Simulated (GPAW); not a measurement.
**Sb in GPAW: convergence with smearing width (eV)**

Input of the first run (smearing width (eV) 0.5); the others differ in this setting and in those tied to it:

run.py

```python
from ase.dft.bandgap import bandgap
from ase.io import read, write
from ase.units import GPa
from gpaw import GPAW, PW

atoms = read('Sb.xyz')

calc = GPAW(mode=PW(600),
            xc='LDA',
            kpts={'size': (10, 10, 10), 'gamma': True},
            occupations={'name': 'fermi-dirac', 'width': 0.5},
            nbands=15,
            convergence={'density': 1e-05, 'energy': 1e-05},
            maxiter=100,
            txt='gpaw.txt')
atoms.calc = calc
energy = atoms.get_potential_energy()
forces = atoms.get_forces()
stress = atoms.get_stress()
calc.write('gs.gpw')
write('result.traj', atoms)
print(f'Energy: {energy:.6f} eV')
print('Forces (eV/A):')
print(forces.round(4))
print('Stress (GPa):', (stress / GPa).round(3))
print('Fermi level:', round(calc.get_fermi_level(), 4), 'eV')
print(f'Gap: {bandgap(calc)[0]:.4f} eV, direct: {bandgap(calc, direct=True)[0]:.4f} eV')
```

The input Sb.xyz:

```xyz
1
Lattice="0.0000000000 2.3712425216 2.3712425216 2.3712425216 0.0000000000 2.3712425216 2.3712425216 2.3712425216 0.0000000000" Properties=species:S:1:pos:R:3 pbc="T T T"
Sb     0.0000000000      0.0000000000      0.0000000000
```

Potentials or basis: the program's PAW data sets (release 1.2.1) made for this functional, pw.

Command:

```sh
$ OMP_NUM_THREADS=1 python run.py
```

This isn't the form of Sb at room conditions, which is rhombohedral.

Hardware: 1 thread of Arm Neoverse V1, on a shared host.

```
smearing width (eV)  energy less the tightest run, at zero smearing (meV/atom)  pressure (GPa)  SCF cycles  CPU time (s)  peak memory (GiB)
                0.5                                                      -5.74           -1.14           8             9               0.14
                0.3                                                       0.25           -2.15           8           8.9               0.14
                0.2                                                      -0.19           -2.52           8             9               0.14
               0.15                                                      -0.89           -2.64           8           9.2               0.14
                0.1                                                      -1.09           -2.69           8             9               0.14
               0.05                                                      -0.48           -2.64           8             9               0.14
              0.025                                                      -0.25           -2.57           8           9.1               0.14
               0.01                                                       0.00           -2.55           8             9               0.14
```

Against the tightest run, the energy stays within 1 meV/atom from 0.05 on; the pressure stays within 0.1 GPa from 0.05 on. Narrower smearing needs a denser k mesh, so at a fixed mesh the narrowest width isn't the most accurate. The tightest run that finished is the yardstick and may itself not be fully converged.

The run has no spin-orbit coupling, so splittings on Sb are missing.
